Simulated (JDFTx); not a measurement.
The system is Ti.

```
CELL_PARAMETERS angstrom
0.00000 2.03000 2.03000
2.03000 0.00000 2.03000
2.03000 2.03000 0.00000
ATOMIC_POSITIONS crystal
Ti 0.00000 0.00000 0.00000
```

This isn't the form of Ti at room conditions, which is hcp.

```yaml
Program: JDFTx 1.7.0 (patched build)
Task: relaxation of cell and atoms
Functional: TPSS
Potentials_or_basis: SG15-PBE-1.2 with smoothed tails
Cutoff: 1088 eV
Density_cutoff: 4354 eV
k_mesh: 6 × 6 × 6
Occupations: fermi-dirac, width 0.05 eV
Spin: no spin polarisation
```

At the start: pressure 3.4 GPa; volume 16.73 Å³/atom.

Task: How do energy, volume and symmetry change on relaxing?

Result: Over 5 steps the energy falls by 5.1 meV/atom and the volume is 17.22 Å³/atom (+2.9 %); space group Fm-3m (No. 225, to 0.05 Å).

Step by step:
| step | energy change (eV) | largest force (eV/Å) | pressure (GPa) | volume (Å³) |
| --- | --- | --- | --- | --- |
| 1 | 0.0000 | 0.0000 | 3.45 | 16.73 |
| 2 | -0.0017 | 0.0000 | 2.82 | 16.82 |
| 3 | -0.0051 | 0.0000 | 0.12 | 17.20 |
| 4 | -0.0051 | 0.0000 | 0.02 | 17.21 |
| 5 | -0.0051 | 0.0000 | 0.00 | 17.22 |

Final structure:
```cif
data_structure
_symmetry_space_group_name_H-M 'P 1'
_symmetry_Int_Tables_number 1
_cell_length_a 2.8984
_cell_length_b 2.8984
_cell_length_c 2.8984
_cell_angle_alpha 60.000
_cell_angle_beta 60.000
_cell_angle_gamma 60.000
_cell_volume 17.22
loop_
_atom_site_label
_atom_site_type_symbol
_atom_site_fract_x
_atom_site_fract_y
_atom_site_fract_z
_atom_site_occupancy
Ti1 Ti 0.00000 0.00000 0.00000 1
```

Caveat: the k mesh is coarse (spacing up to 0.45 Å⁻¹), so the values aren't converged; meta-GGA forces are noisy on this grid; the potentials were made for another functional, which shifts forces and pressure.
